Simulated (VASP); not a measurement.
# GaN (strained rocksalt): one PBE single-point calculation in two programs

```xyz
2
Lattice="0.0000 2.0453 2.1770 2.0453 0.0000 2.1770 2.0453 2.0453 0.0000" Properties=species:S:1:pos:R:3 pbc="T T T"
Ga    0.0000    0.0000    0.0000
N     2.0453    2.0453    2.1770
```

Each program uses its own PAW datasets. VASP's cell holds 18 valence electrons and Ansatz's 18. Ansatz's stress includes a Pulay correction; VASP's doesn't.

Cutoffs: 520 eV in VASP, 420 eV in Ansatz. k meshes: 10×10×10 and 10×10×10.

|  | VASP | Ansatz |
| --- | --- | --- |
| gap between bands v and c | 0.54 eV | 0.55 eV |
| least direct gap | 2.91 eV | 2.91 eV |
| pressure | 18.4 GPa | 17.5 GPa |

Band v is the last that the valence electrons fill when counted band by band, and c is the next. Levels in eV from the top of v, Ansatz:

```tsv
point	v−1	v	c	c+1
Γ	-0.86	-0.35	2.56	14.41
X	-3.86	-2.98	0.55	7.53
K	-6.10	-2.03	3.90	9.37
L	-0.48	-0.12	4.62	8.77
W	-5.52	-4.99	5.63	9.99
```

VASP:

```
point    v−1      v     c    c+1
    Γ  -0.86  -0.35  2.57  14.53
    X  -3.86  -2.98  0.54   7.54
    K  -6.10  -2.04  3.89   9.38
    L  -0.48  -0.12  4.61   8.76
    W  -5.52  -4.99  5.62   9.99
```
